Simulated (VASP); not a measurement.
Input of a VASP 6.6.1 run:

Contents of INCAR:

```
PREC = Accurate
ENCUT = 600
EDIFF = 1E-6
ISMEAR = 0
SIGMA = 0.03
LREAL = False
LASPH = True
NELM = 80
ALGO = Normal
ISIF = 3
LWAVE = False
LCHARG = False
GGA = PS
IBRION = 2
NSW = 90
EDIFFG = -0.01
```

The input KPOINTS:

```
regular mesh
0
Gamma
  10 10 10
```

Contents of POSCAR:

```
BP
1.0
    0.0000000000      2.2690000000      2.2690000000
    2.2690000000      0.0000000000      2.2690000000
    2.2690000000      2.2690000000      0.0000000000
B P
1 1
Direct
    0.0000000000      0.0000000000      0.0000000000
    0.2500000000      0.2500000000      0.2500000000
```

Potentials or basis: VASP PAW PBE potentials, release 64 (B, P).

Command:

```sh
$ cat potpaw_PBE.64/B/POTCAR potpaw_PBE.64/P/POTCAR > POTCAR
$ mpirun -np 1 vasp_std > vasp.out
```

Q: Estimate the relaxed volume.

A: 11.55 Å³/atom.

Q: Predict the relaxed cell.

A: a = 3.197 Å, b = 3.197 Å, c = 3.197 Å, α = 60.00°, β = 60.00°, γ = 60.00°.

Final structure:
```cif
data_structure
_symmetry_space_group_name_H-M 'P 1'
_symmetry_Int_Tables_number 1
_cell_length_a 3.1969
_cell_length_b 3.1969
_cell_length_c 3.1969
_cell_angle_alpha 60.000
_cell_angle_beta 60.000
_cell_angle_gamma 60.000
_cell_volume 23.10
loop_
_atom_site_label
_atom_site_type_symbol
_atom_site_fract_x
_atom_site_fract_y
_atom_site_fract_z
_atom_site_occupancy
B1 B 0.00000 0.00000 0.00000 1
P1 P 0.25000 0.25000 0.25000 1
```

Caveat: the PAW data sets were made with another functional, which shifts forces and pressure a little.
